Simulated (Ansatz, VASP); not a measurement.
## Two plane-wave programs on Li

The input INCAR:

```
PREC = Accurate ; ENCUT = 520
EDIFF = 1E-6 ; ISMEAR = 0
SIGMA = 0.1 ; LREAL = False
LASPH = True ; NELM = 100
ALGO = Normal ; ISIF = 2
LWAVE = False ; LCHARG = True
GGA = PE ; LELF = True
LVHAR = True ; NBANDS = 30
```

File KPOINTS:

```
Automatic mesh
0
Gamma
  3 3 3
```

The input POSCAR:

```
Li
1.0
    3.5311384619      2.0387037416      6.0220111670
   -3.5311384619      2.0387037416      6.0220111670
    0.0000000000     -4.0774074830      6.0220111670
Li
12
Direct
    0.0101900000      0.6536100000      0.0101900000
    0.0101900000      0.0101900000      0.6536100000
    0.6536100000      0.0101900000      0.0101900000
    0.9898100000      0.3463900000      0.9898100000
    0.3463900000      0.9898100000      0.9898100000
    0.9898100000      0.9898100000      0.3463900000
    0.2211800000      0.6306000000      0.2211800000
    0.2211800000      0.2211800000      0.6306000000
    0.6306000000      0.2211800000      0.2211800000
    0.7788200000      0.3694000000      0.7788200000
    0.3694000000      0.7788200000      0.7788200000
    0.7788200000      0.7788200000      0.3694000000
```

Input for Ansatz:

```yaml
crystal:
  lattice:
    - [3.5311384619, 2.0387037416, 6.022011167]
    - [-3.5311384619, 2.0387037416, 6.022011167]
    - [0.0, -4.077407483, 6.022011167]
  atoms:
    - { symbol: Li, position: [0.01019, 0.65361, 0.01019] }
    - { symbol: Li, position: [0.01019, 0.01019, 0.65361] }
    - { symbol: Li, position: [0.65361, 0.01019, 0.01019] }
    - { symbol: Li, position: [0.98981, 0.34639, 0.98981] }
    - { symbol: Li, position: [0.34639, 0.98981, 0.98981] }
    - { symbol: Li, position: [0.98981, 0.98981, 0.34639] }
    - { symbol: Li, position: [0.22118, 0.6306, 0.22118] }
    - { symbol: Li, position: [0.22118, 0.22118, 0.6306] }
    - { symbol: Li, position: [0.6306, 0.22118, 0.22118] }
    - { symbol: Li, position: [0.77882, 0.3694, 0.77882] }
    - { symbol: Li, position: [0.3694, 0.77882, 0.77882] }
    - { symbol: Li, position: [0.77882, 0.77882, 0.3694] }
basis:
  ecutwfc: 420
kpoints:
  mp_grid: { grid: [3, 3, 3] }
hamiltonian:
  xc: pbe
scf:
  occupations: { method: gaussian, width: 0.1 }
  lower_state_search: "off"
output:
  forces: true
  stress: true
  eigenvalues: true
```

Alike in both runs: task single point; functional PBE; k mesh 3 × 3 × 3; occupations gaussian, width 0.1 eV; no spin polarisation.

```csv
,VASP,Ansatz
version,VASP 6.6.1,Ansatz 0.2.0
potentials or method,"VASP PAW PBE potentials, release 64 (Li_sv)","scalar-relativistic, plane waves, PAW"
plane-wave cutoff (eV),520,420
valence electrons in the cell,36,36
```

|  | VASP | Ansatz | Ansatz less VASP |
| --- | --- | --- | --- |
| gap on the k mesh at the Fermi level (eV) | none | none | - |
| rms of the force components (eV/Å) | 0.438 | 0.433 | -0.0045 |

Atom by atom the forces differ by 0.005 eV/Å (rms over components). A gap of «none» marks a metal or a gap that the smearing closes.

Caveats: the k mesh is coarse (spacing up to 0.36 Å⁻¹), so the values aren't converged.
